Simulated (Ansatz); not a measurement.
## A series in volume per atom on Ru

Results calculated with Ansatz 0.2.0, not measured. Periodic Kohn-Sham DFT of a crystal at fixed atoms; pressure and stress are positive in compression; the energy is the free energy less that of spherical unpolarised free atoms; site moments are those in the method's own spheres, positive along +z.

Cell of the first row (space group P6_3/mmc, No. 194):
```
CELL_PARAMETERS angstrom
2.65060 0.00000 0.00000
-1.32530 2.29550 0.00000
0.00000 0.00000 4.19450
ATOMIC_POSITIONS crystal
Ru 0.33333 0.66667 0.25000
Ru 0.66667 0.33333 0.75000
```

Settings of every row: method all-electron LAPW; functional PBE; relativity scalar; k mesh 14x14x8; filling fermi-dirac; smearing width 0.03 eV; basis error target 0.5 meV/atom; nucleus gaussian.

Atom start moment: 0 on all atoms.

| row | volume per atom (Å³) | pressure (GPa) | energy less free atoms (eV/atom) |
| --- | --- | --- | --- |
| 1 | 12.76 | 28.422 | -9.1567 |
| 2 | 12.767 | 28.187 | -9.1579 |
| 3 | 13.032 | 19.513 | -9.1972 |
| 4 | 13.167 | 15.428 | -9.212 |
| 5 | 13.303 | 11.57 | -9.2234 |
| 6 | 13.575 | 4.49 | -9.2369 |
| 7 | 13.71 | 1.244 | -9.2393 |
| 8 | 13.846 | -1.819 | -9.239 |
| 9 | 13.982 | ? | ? |
| 10 | 14.118 | -7.438 | -9.2311 |
| 11 | 14.389 | -12.437 | -9.2142 |

Question: what pressure and energy less free atoms should row 9 give?

Worked fit of pressure. Take u = (V_r/V)^(2/3) − 1 with V_r = 13.439 Å³ an atom, which is twice the finite (Eulerian) strain; such expansions in the strain, on which the Birch-Murnaghan equation of state is built, carry the rest volume and the bulk modulus. The shown rows have u = 0.03517, 0.03479, 0.02071, 0.01372, 0.0068, -0.00669, -0.01322, -0.01969, -0.03233, -0.04451. Least squares give pressure = 7.9255 + 525.46 × u + 1588.05 × u² + 1324 × u³ GPa; a parabola predicts inner rows, each left out in turn, worse (root mean square 0.024 against 0.012 GPa). The rows lie off it by -0.006, 0.003, 0.012, -0.009, -0.002, 0.009, -0.009, -0.004, 0.009, -0.004 (root mean square 0.0074 GPa). The pressure vanishes at u = -0.0158, or V = 13.76 Å³ an atom, and there the bulk modulus at fixed shape and fractions is B = −V dP/dV = (2/3)(1 + u) dP/du = 312 GPa. Letting shape and atoms relax would as a rule lower it, by much in layered, chain or molecular crystals. The withheld row has u = -0.02606, so the fit gives 7.9255 + 525.46 × (-0.02606) + 1588.05 × (-0.02606)² + 1324 × (-0.02606)³ = -4.713 GPa.

The calculation gave -4.71 GPa. The fit lies 0.003 GPa (0.0073 % of the column's range) below it; its largest miss of a shown row is 0.012 GPa.

Worked fit of energy less free atoms. Take u = (V_r/V)^(2/3) − 1 with V_r = 13.439 Å³ an atom, which is twice the finite (Eulerian) strain; such expansions in the strain, on which the Birch-Murnaghan equation of state is built, carry the rest volume and the bulk modulus. The shown rows have u = 0.03517, 0.03479, 0.02071, 0.01372, 0.0068, -0.00669, -0.01322, -0.01969, -0.03233, -0.04451. Least squares give energy less free atoms = −9.23165 + 0.9962 × u + 31.801 × u² + 13.8 × u³ eV/atom; a parabola predicts inner rows, each left out in turn, worse (root mean square 0.00023 against 4.4e-05 eV/atom). The rows lie off it by 0.0000, 0.0000, 0.0001, 0.0000, 0.0000, 0.0000, 0.0000, 0.0000, 0.0000, 0.0000. Its lowest point lies at u = -0.0158, or V = 13.76 Å³ an atom, and the curvature there gives the bulk modulus at fixed shape and fractions, B = (4/9)(1 + u)² E″(u)/V = 312 GPa. Letting shape and atoms relax would as a rule lower it, by much in layered, chain or molecular crystals. The withheld row has u = -0.02606, so the fit gives −9.23165 + 0.9962 × (-0.02606) + 31.801 × (-0.02606)² + 13.8 × (-0.02606)³ = -9.2363 eV/atom.

The calculation gave -9.2363 eV/atom. The fit meets it to the printed digit.
